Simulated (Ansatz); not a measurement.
Crystal: TePt.

```
CELL_PARAMETERS angstrom
0.00000 3.24504 3.24504
3.24504 0.00000 3.24504
3.24504 3.24504 0.00000
ATOMIC_POSITIONS crystal
Pt 0.00000 0.00000 0.00000
Te 0.25000 0.25000 0.25000
```

Measurements of this composition are mostly on another form, of space group No. 166.

- Program: Ansatz 0.2.0
- Task: relaxation of cell and atoms
- Functional: PBE0
- Potentials or basis: Ansatz PAW
- Cutoff: 420 eV (not typed: the program's choice for these potentials)
- k mesh: 4 × 4 × 4
- Occupations: fermi-dirac, width 0.05 eV
- Spin: no spin polarisation

At the start: volume 34.17 Å³/atom.

Task: How do energy, volume and symmetry change on relaxing?

Result: It ends after 7 steps and the volume is 26.40 Å³/atom (-22.7 %); space group F-43m (No. 216, to 0.05 Å).

The path:
| step | energy change (eV) | largest force (eV/Å) | volume (Å³) |
| --- | --- | --- | --- |
| 1 | 0.0000 | 0.0000 | 68.34 |
| 2 | -0.6238 | 0.0000 | 58.83 |
| 3 | -0.7577 | 0.0000 | 50.24 |
| 4 | -0.7955 | 0.0000 | 53.70 |
| 5 | -0.8003 | 0.0000 | 52.89 |
| 6 | -0.8004 | 0.0000 | 52.80 |
| 7 | -0.7970 | 0.0000 | 52.80 |

Final structure:
```xyz
2
Lattice="0.0000 2.9776 2.9776 2.9776 0.0000 2.9776 2.9776 2.9776 0.0000" Properties=species:S:1:pos:R:3 pbc="T T T"
Pt    0.0000    0.0000    0.0000
Te    1.4888    1.4888    1.4888
```

Caveat: the k mesh is coarse (spacing up to 0.42 Å⁻¹), so the values aren't converged, least of all with exact exchange; the volume moved by over 15 % at a fixed basis, so the end points are rough; the plane-wave basis is chosen anew once the cell has moved, so the energies of steps on either side of that aren't comparable; the PAW data sets come from PBE, with cores solved anew for the run's functional, which leaves a small shift of forces and pressure.
